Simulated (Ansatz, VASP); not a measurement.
# One calculation of Sr, two programs

INCAR

```
SYSTEM = Sr
ALGO = Normal
EDIFF = 1E-7
ENCUT = 520
GGA = PE
ISIF = 2
ISMEAR = -1
LASPH = .TRUE.
LCHARG = .FALSE.
LREAL = .FALSE.
LWAVE = .FALSE.
NBANDS = 11
NELM = 60
PREC = Accurate
SIGMA = 0.1
```

Contents of KPOINTS:

```
k-points
0
G
  9 9 9
  0 0 0
```

POSCAR

```
Sr
1.0
    0.0000000000      3.0191365063      3.0191365063
    3.0191365063      0.0000000000      3.0191365063
    3.0191365063      3.0191365063      0.0000000000
Sr
1
Direct
    0.0000000000      0.0000000000      0.0000000000
```

Input for Ansatz:

```yaml
crystal:
  lattice:
    - [0.0, 3.0191365063, 3.0191365063]
    - [3.0191365063, 0.0, 3.0191365063]
    - [3.0191365063, 3.0191365063, 0.0]
  atoms:
    - { symbol: Sr, position: [0.0, 0.0, 0.0] }
hamiltonian:
  xc: pbe
  pseudopotentials:
    kind: paw
    azcp:
      Sr: "pseudopotentials/Sr.paw.azcp"
basis:
  ecutwfc: 600
  fft_grid_basis: typed
kpoints:
  mp_grid: { grid: [9, 9, 9], shift: [0, 0, 0] }
magnetization:
  spin_polarized: false
scf:
  occupations: { method: fermi_dirac, width: 0.1 }
  lower_state_search: "off"
output:
  stress: true
  write_density: true
  write_potential: true
  elf: true
  volumetric_format: npy
```

Alike in both runs: task single point; functional PBE; k mesh 9 × 9 × 9; occupations fermi-dirac, width 0.1 eV; no spin polarisation.

```csv
,VASP,Ansatz
version,VASP 6.6.1,Ansatz 0.2.0
potentials or method,"VASP PAW PBE potentials, release 64 (Sr_sv)","plane waves (600 eV) with PAW, scalar-relativistic"
plane-wave cutoff (eV),520,600
valence electrons in the cell,10,10
```

```tsv
	VASP	Ansatz	Ansatz less VASP
pressure (GPa)	0.0	0.0	-0.01
```
